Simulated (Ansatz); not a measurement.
# In6Se6 sheet: levels of theory, part 2 of 2

Aim: for In6Se6 sheet, compare levels of theory; the runs are relaxing the atoms and single point.

Ansatz 0.2.0; DFT LDA, scalar-relativistic, plane waves, PAW, and further levels as typed in the inputs. The steps go on from the part before.

### 3 Single point

It takes the final geometry of step 2.

File input.yaml:

```yaml
crystal:
  lattice:
    - [4.0, 0.0, 0.0]
    - [-2.0, 3.4641016151, 0.0]
    - [0.0, 0.0, 67.8400000035]
  atoms:
    - { symbol: Se, position: [0.3333333333, 0.6666666667, 0.137189901] }
    - { symbol: In, position: [0.0, 0.0, 0.1555795789] }
    - { symbol: In, position: [0.0, 0.0, 0.1960064269] }
    - { symbol: Se, position: [0.3333333333, 0.6666666667, 0.2144731894] }
    - { symbol: Se, position: [0.0, 0.0, 0.2563051715] }
    - { symbol: In, position: [0.6666666667, 0.3333333333, 0.2747451602] }
    - { symbol: In, position: [0.6666666667, 0.3333333333, 0.3151897602] }
    - { symbol: Se, position: [0.0, 0.0, 0.3336485436] }
    - { symbol: Se, position: [0.6666666667, 0.3333333333, 0.3754440357] }
    - { symbol: In, position: [0.3333333333, 0.6666666667, 0.3938952157] }
    - { symbol: In, position: [0.3333333333, 0.6666666667, 0.4343177181] }
    - { symbol: Se, position: [0.6666666667, 0.3333333333, 0.4527100157] }
  periodic: [true, true, false]
scf:
  occupations: { method: gaussian, width: 0.01 }
  n_extra_bands: 6
output:
  eigenvalues: true
  eigenstates: { kpoints: [[0.0, 0.0, 0.0]], top_band: c3, e_range: [-3, 4] }
kpoints:
  mp_grid: { grid: [10, 10, 1] }
hamiltonian:
  xc: lda
```

Launch:

```sh
$ ansatz run input.yaml --threads 8 --pin off --max-ram 24576MiB --backend cpu --events-out ev --progress --plain --runs-dir out
```

The program printed (excerpt; [...] marks lines left out):

```text
Warning: RAYON_NUM_THREADS=8 ignored (pool sized by the plan → 8); use --threads N
scf.n_extra_bands = 6 over 87 filled bands (N_el = 174.0): the run solves 93 bands
[...]
Pseudopotentials: kind: paw
Pseudopotential: Se, paw, valence charge 16, recommended cutoff 420 eV (normal), Se.paw.azcp
Pseudopotential: In, paw, valence charge 13, recommended cutoff 420 eV (normal), In.paw.azcp
Functional definition: SPW92
[...]
Crystal: 12 atoms, lattice volume = 940.019 Å³
Basis set: ecut = 420 eV, 18491 PW (Γ)
Bands: 93, of which v1, the nominal top of the filled ones, is band 87 counted from 1 (86 counted from 0)
Symmetry: 6 space group operations
Space group: P3m1 (ITA 156), of the structure as read, at distance tolerance 9.8e-5 Å
k-points: 14 of 100 (time reversal used)
[...]
SCF iter   1: F=—  HF=-65048.158816 eV  |F-HF|=—  |Δ(HF+E_count)|=         —  Δρ=4.19e-3  dr2=2.51e-1  ethr=1.77e-3  ⟨swp⟩=9.6  Hψ=6626  notcnv=0
[...]
SCF iter  13: F=-65048.099142 eV  HF=-65048.099142 eV  |F-HF|=1.80e-8  |Δ(HF+E_count)|=   2.40e-8  Δρ=6.51e-7  dr2=1.92e-8  ethr=5.75e-11  ⟨swp⟩=11.6  Hψ=4177  notcnv=0
[...]
NSCF: frozen V_eff on 1 k-points
SCF converged after 13 iterations
Free energy (F): -65048.099142 eV
[...]
E sigma→0 (E₀):  -65048.099142 eV
Fermi energy:    -5.264936 eV
[...]
--- Band table (eV; the first three rows and the last of 14) ---
[...]
```

It took 23 s on 8 threads of Intel Xeon Platinum 8259CL at 2.50GHz (Skylake/Cascade Lake), shared host; peak memory 3.7 GiB.

### 4 Single point: r2SCAN

It takes the final geometry of step 2.

Changes to input.yaml since step 3:

```diff
@@ -28,2 +28,2 @@
 hamiltonian:
-  xc: lda
+  xc: r2scan
```

Launch:

```sh
$ ansatz run input.yaml --threads 8 --pin off --max-ram 24576MiB --backend cpu --events-out ev --progress --plain --runs-dir out
```

The program printed (excerpt; [...] marks lines left out):

```text
Warning: RAYON_NUM_THREADS=8 ignored (pool sized by the plan → 8); use --threads N
scf.n_extra_bands = 6 over 87 filled bands (N_el = 174.0): the run solves 93 bands
[...]
[... 1 set-up line as earlier in the session ...]
Pseudopotential: Se, paw, valence charge 16, recommended cutoff 500 eV (meta_gga), Se.paw.azcp
Pseudopotential: In, paw, valence charge 13, recommended cutoff 500 eV (meta_gga), In.paw.azcp
Functional definition: r2SCAN
[...]
Crystal: 12 atoms, lattice volume = 940.019 Å³
Basis set: ecut = 500 eV, 24061 PW (Γ), exchange–correlation on 120×120×2000 points (64 copies of the dense FFT grid, shifted against one another)
Bands: 93, of which v1, the nominal top of the filled ones, is band 87 counted from 1 (86 counted from 0)
[... 2 set-up lines as earlier in the session ...]
k-points: 14 of 100 (time reversal used)
[...]
SCF iter   1: F=—  HF=-66547.572875 eV  |F-HF|=—  |Δ(HF+E_count)|=         —  Δρ=3.50e-3  dr2=1.08e-1  dr2_τ=5.11e-2  ethr=1.77e-3  ⟨swp⟩=10.5  Hψ=6783  notcnv=0
[...]
SCF iter  11: F=-66547.618258 eV  HF=-66547.618258 eV  |F-HF|=2.56e-9  |Δ(HF+E_count)|=   2.62e-9  Δρ=1.28e-6  dr2=1.56e-8  dr2_τ=4.07e-10  ethr=5.75e-11  ⟨swp⟩=10.8  Hψ=4891  notcnv=0
[...]
NSCF: frozen V_eff on 1 k-points
SCF converged after 11 iterations
Free energy (F): -66547.618258 eV
[...]
E sigma→0 (E₀):  -66547.618258 eV
Fermi energy:    -5.007668 eV
[...]
--- Band table (eV; the first three rows and the last of 14) ---
[...]
```

It took 43 s on 8 threads of Intel Xeon Platinum 8259CL at 2.50GHz (Skylake/Cascade Lake), shared host; peak memory 6 GiB.

### 5 Single point: HSE06, mesh 6×6×1

It takes the final geometry of step 2.

Changes to input.yaml since step 4:

```diff
@@ -25,5 +25,9 @@
   eigenstates: { kpoints: [[0.0, 0.0, 0.0]], top_band: c3, e_range: [-3, 4] }
+  write_density: true
+  write_potential: true
+  elf: true
+  volumetric_format: npy
 kpoints:
-  mp_grid: { grid: [10, 10, 1] }
+  mp_grid: { grid: [6, 6, 1] }
 hamiltonian:
-  xc: r2scan
+  xc: hse06
```

Launch:

```sh
$ ansatz run input.yaml --threads 8 --pin off --max-ram 24576MiB --backend cpu --events-out ev --progress --plain --runs-dir out
```

The program printed (excerpt; [...] marks lines left out):

```text
Warning: RAYON_NUM_THREADS=8 ignored (pool sized by the plan → 8); use --threads N
scf.n_extra_bands = 6 over 87 filled bands (N_el = 174.0): the run solves 93 bands
[...]
[... 3 set-up lines as earlier in the session ...]
Functional definition: HSE06
[...]
Crystal: 12 atoms, lattice volume = 940.019 Å³
Basis set: ecut = 420 eV, 18491 PW (Γ)
Bands: 93, of which v1, the nominal top of the filled ones, is band 87 counted from 1 (86 counted from 0)
[... 2 set-up lines as earlier in the session ...]
k-points: 7 of 36 (time reversal used)
[...]
SCF iter   1: F=—  HF=-66407.430589 eV  |F-HF|=—  |Δ(HF+E_count)|=         —  Δρ=1.33e-3  dr2=7.81e-2  ethr=1.77e-3  ⟨swp⟩=6.6  Hψ=2654  notcnv=0
[...]
SCF 1 stopped early in 7 iterations: F = -66407.427223 eV  dr2 = 2.04e-5
[...]
Frozen-core exchange: fock
[...]
Frozen-core exchange: fock
[...]
SCF iter   7: F=-66440.659929 eV  HF=-66440.659929 eV  |F-HF|=1.54e-8  |Δ(HF+E_count)|=   3.12e-8  Δρ=6.86e-7  dr2=2.35e-8  ethr=1.22e-10  ⟨swp⟩=3.3  Hψ=1309  notcnv=0
[...]
hybrid outer 2: dexx = +3.459e-6 eV, tail = 1.68e-7 eV, Δε = 5.05e-3 eV (about 2.11e-4 eV left of the loop's levels)
NSCF: frozen V_eff on 1 k-points
WARN: The output density's exchange-correlation potential varies sharply where the density is thin. Do not read a vacuum level from v_tot or v_xc, or from such a field of the output density. On a cell that repeats whose density bears no net charge and no dipole along the vacuum's axis use [...]
hybrid SCF converged: 2 outer / 17 inner (+7 warm-up), last move |dexx| = 3.46e-6 eV, tail = 1.68e-7 eV
Stability not checked: this state was not tested for a lower state beside it, because the functional holds exact exchange (a hybrid, or Hartree-Fock), whose exchange loop this test does not read (fock_operator; see scf.lower_state_search)
Free energy (F): -66440.659929 eV
Frozen-core exchange: fock
[...]
E sigma→0 (E₀):  -66440.659929 eV
Fermi energy:    -5.069874 eV
[...]
--- Band table (eV; the first three rows and the last of 7) ---
[...]
  the weakly bound empty levels are not read free of the cell's end (exact_exchange)
```

Wall time 6.7 min (8 threads of Intel Xeon Platinum 8259CL at 2.50GHz (Skylake/Cascade Lake), shared host); peak memory 21 GiB.

Density in a lattice plane of the grid's cell (edges 4.00 and 67.84 Å, at 0.000 of the third edge), which holds In and Se.

Ten even steps from '0' (0.00 e/Å³) to '9' (9.73 e/Å³):
```
000000
000000
000000
000000
000000
000000
000000
000000
000000
000000
000000
000000
000000
000000
910001
920002
710001
000000
000000
000000
```
Columns run along the first of these edges and rows up along the second, over one cell in 6 and 20 even steps from the bottom left corner. Atoms in the plane (fractional): In at (0.00, 0.16), In at (0.00, 0.20), Se at (0.00, 0.26), Se at (0.00, 0.33).

ELF in the same plane.

Ten even steps from '0' (0.00) to '9' (0.87):
```
000000
000000
000000
000000
000000
000000
000000
000000
000000
000000
017871
002220
981018
003530
696069
023532
023632
000000
000000
000000
```
Columns run along the first of these edges and rows up along the second, over one cell in 6 and 20 even steps from the bottom left corner. Atoms in the plane (fractional): In at (0.00, 0.16), In at (0.00, 0.20), Se at (0.00, 0.26), Se at (0.00, 0.33).

Both are smooth fields of the valence electrons: close to the nuclei they are not physical.

Outside the cores ELF peaks at 0.89 beside Se, off the lines to its neighbours, 0.9 Å from Se; 0.81 on the Se–In line, 0.9 Å from Se; 0.63 between the atoms, 1.5 Å from In.

### 6 The runs side by side

This closing draws on all 2 parts.

| step | level | k mesh | energy above the lowest (eV) | gap on the mesh (eV) | time |
| --- | --- | --- | --- | --- | --- |
| 2 | LDA | 10×10×1 | 0.000 | 0.59 | 2.4 min |
| 3 | LDA | 10×10×1 | 0.000 | 0.59 | 23 s |
| 4 | r2SCAN | 10×10×1 | n/a | 1.19 | 43 s |
| 5 | HSE06 | 6×6×1 | n/a | 1.53 | 6.7 min |

Energies compare only among runs of one formula, size, charge, level and basis; each such set counts from its lowest member.

In words: The rows set the runs side by side; convergence of the settings was not tested in this session.
